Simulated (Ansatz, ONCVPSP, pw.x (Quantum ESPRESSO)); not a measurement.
**What a changed setting does to a pw.x run (fcc K)**

Potential: optimised norm-conserving Vanderbilt (ONCV), ONCVPSP 4.0.1.1 (patched build), PBE; core [Ne], reference 3s2 3p6 4s1; waves: 3s+4s: rc 1.85 bohr, ncon 3, nbas 7, qcut 6.9 1/bohr, 2 projectors; 3p: rc 2.10 bohr, ncon 3, nbas 7, qcut 5.1 1/bohr, 2 projectors, debl 0.3 Ha; d scattering state at 0.41 Ha: rc 1.85 bohr, ncon 3, nbas 8, qcut 5.8 1/bohr, local; local part: the d channel; core correction: none. In the p channel the program set the typed energies aside and used -0.691, 0.250 Ha.

The reference run (k-mesh 9³, cutoffs 45/180 Ry, Fermi–Dirac 0.01 Ry, mixing_beta 0.4, conv_thr 1e-9, no spin) gives 0.01 GPa at 74.503 Å³/atom, where all-electron LAPW gives -0.01 GPa. This run, with its own iteration cap, changes mixing_ndim to 2.

```
&control
  calculation='scf', prefix='x', pseudo_dir='./', outdir='./tmp', tstress=.true., disk_io='none'
/
&system
  ibrav=0, nat=1, ntyp=1, ecutwfc=45, ecutrho=180, nbnd=12,
  occupations='smearing', smearing='fd', degauss=0.01
/
&electrons
  conv_thr=1e-09, mixing_beta=0.4, electron_maxstep=50, mixing_ndim=2
/
ATOMIC_SPECIES
K 1.0 K.UPF
CELL_PARAMETERS angstrom
  0.00000000 3.33975484 3.33975484
  3.33975484 0.00000000 3.33975484
  3.33975484 3.33975484 0.00000000
ATOMIC_POSITIONS crystal
K 0.0000 0.0000 0.0000
K_POINTS automatic
9 9 9 0 0 0
```

```bash
pw.x < K.scf.in > K.scf.out
```

Task: How does the run end?

Result: It converges in 7 iterations; the free energy moves by +0.0 meV/atom and the pressure by +0.00 GPa. The result is that of the reference run.

```
Message from routine setup:
     using ibrav=0 with symmetry is DISCOURAGED, use correct ibrav instead
     lattice parameter (alat)  =       8.9254  a.u.
     unit-cell volume          =     502.7712 (a.u.)^3
     number of electrons       =         9.00
     number of Kohn-Sham states=           12
     kinetic-energy cutoff     =      45.0000  Ry
     charge density cutoff     =     180.0000  Ry
     scf convergence threshold =      1.0E-09
     Exchange-correlation= PBE
     number of k points=    35  Fermi-Dirac smearing, width (Ry)=  0.0100
     iteration #  1     ecut=    45.00 Ry     beta= 0.40
     total energy              =     -56.55404501 Ry
     estimated scf accuracy    <       0.00129100 Ry
     iteration #  2     ecut=    45.00 Ry     beta= 0.40
     total energy              =     -56.55409139 Ry
     estimated scf accuracy    <       0.00029215 Ry
     iteration #  3     ecut=    45.00 Ry     beta= 0.40
     total energy              =     -56.55412536 Ry
     estimated scf accuracy    <       0.00003295 Ry
     iteration #  4     ecut=    45.00 Ry     beta= 0.40
     total energy              =     -56.55412720 Ry
     estimated scf accuracy    <       0.00000032 Ry
     iteration #  5     ecut=    45.00 Ry     beta= 0.40
     total energy              =     -56.55412737 Ry
     estimated scf accuracy    <       0.00000003 Ry
     iteration #  6     ecut=    45.00 Ry     beta= 0.40
     total energy              =     -56.55412737 Ry
     estimated scf accuracy    <          8.9E-09 Ry
     iteration #  7     ecut=    45.00 Ry     beta= 0.40
     the Fermi energy is     1.7655 ev
!    total energy              =     -56.55412738 Ry
     estimated scf accuracy    <          5.9E-10 Ry
     smearing contrib. (-TS)   =      -0.00346345 Ry
     The total energy is F=E-TS. E is the sum of the following terms:
     one-electron contribution =     -37.74365107 Ry
     hartree contribution      =      19.15362731 Ry
     xc contribution           =      -8.53893464 Ry
     ewald contribution        =     -29.42170553 Ry
     convergence has been achieved in   7 iterations
          total   stress  (Ry/bohr**3)                   (kbar)     P=        0.07
     Message from routine punch:
     Nothing written, as per user request (disk_io='none')
```

The run took about 25 s on one core of a shared host (Neoverse-N1, 64 threads, 124 GiB, load 58).
